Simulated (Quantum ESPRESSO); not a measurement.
## Co: equation of state with PBEsol

Crystal: Co.

```xyz
2
Lattice="2.4874 0.0000 0.0000 -1.2437 2.1541 0.0000 0.0000 0.0000 4.0633" Properties=species:S:1:pos:R:3 pbc="T T T"
Co    0.0000    1.4361    3.0074
Co    1.2437    0.7180    1.0559
```

```
Program             : Quantum ESPRESSO 7.5
Task                : equation of state
Functional          : PBEsol
Potentials or basis : GBRV 1.5 PBEsol
Cutoff              : 762 eV
Density cutoff      : 6095 eV
k mesh              : 12 × 12 × 7
Occupations         : fermi-dirac, width 0.05 eV
Spin                : collinear spin, ferromagnetic start
Starting moments    : [2.0, 2.0] μB
Mixing beta         : 0.3
Most SCF iterations : 120
SCF threshold       : 4e-10 Ry
```

```
Equilibrium volume                        : 10.44 Å³/atom
Bulk modulus at fixed shape and positions : 237 GPa
Pressure derivative of the bulk modulus   : 4.4
```

Energy against volume, from the lowest point:
| volume (Å³/atom) | energy (meV/atom) |
| --- | --- |
| 10.233 | 3.24 |
| 10.450 | 0.00 |
| 10.668 | 3.43 |
| 10.886 | 12.84 |
| 11.103 | 27.63 |
| 11.321 | 47.22 |
| 11.539 | 71.04 |

All runs of the series together: 3.4 min on 2 threads of Intel(R) Xeon(R) 6975P-C (Granite Rapids) (shared host).

Caveat: the cell was scaled at fixed shape and fractional positions, which overstates the stiffness of a crystal with free parameters, most of all of layers and chains.
